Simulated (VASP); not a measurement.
Write the native input for VASP 6.6.1 that does the following.

| Property | Result |
| --- | --- |
| Task | single point |
| Functional | PBEsol |
| Potentials or basis | VASP PAW PBE potentials, release 64 (Hf_pv, C) |
| Cutoff | 520 eV |
| k mesh | 9 × 9 × 1 |
| Occupations | gaussian, width 0.1 eV |
| Spin | no spin polarisation |
| Dipole correction | yes |
| Further INCAR settings | ALGO = Fast; EDIFF = 1e-06; NBANDS = 38 |

The structure of HfC lies in POSCAR:

```
HfC
1.0
    3.2578677675      0.0000000000      0.0000000000
    0.0000000000      3.2578677675      0.0000000000
    0.0000000000      0.0000000000     23.9109811718
Hf C
4 4
Direct
    0.0000000000      0.0000000000      0.3554852032
    0.5000000000      0.5000000000      0.4518284011
    0.0000000000      0.0000000000      0.5468037477
    0.5000000000      0.5000000000      0.6405468878
    0.5000000000      0.5000000000      0.3554852032
    0.0000000000      0.0000000000      0.4518284011
    0.5000000000      0.5000000000      0.5480201631
    0.0000000000      0.0000000000      0.6443469330
```

The cell isn't the ideal one: clean slab, lower half held.

The input as run:

INCAR

```
SYSTEM = HfC
  ALGO = Fast
  DIPOL = 0.5 0.5 0.499
  EDIFF = 1E-6
  ENCUT = 520
  GGA = PS
  IDIPOL = 3
  ISIF = 2
  ISMEAR = 0
  LASPH = .TRUE.
  LCHARG = .FALSE.
  LDIPOL = .TRUE.
  LREAL = .FALSE.
  LWAVE = .FALSE.
  NBANDS = 38
  NELM = 100
  PREC = Accurate
  SIGMA = 0.1
```

KPOINTS

```
k-points
0
G
  9 9 1
  0 0 0
```

Potentials or basis: VASP PAW PBE potentials, release 64 (Hf_pv, C).

The run is started by

```console
$ cat potpaw_PBE.64/Hf_pv/POTCAR potpaw_PBE.64/C/POTCAR > POTCAR
$ mpirun -np 1 vasp_std > vasp.out
```

Results of the run:

```json
{
 "Largest force": "1.325 eV/Å",
 "Band gap on the k mesh": "none (metal or under the smearing width)"
}
```

Caveat: the PAW data sets were made with another functional, which shifts forces and pressure a little.

It took 5.4 min on 1 thread of AMD EPYC 9R14 (Zen 4), with other jobs on the host, peak memory 0.35 GiB.
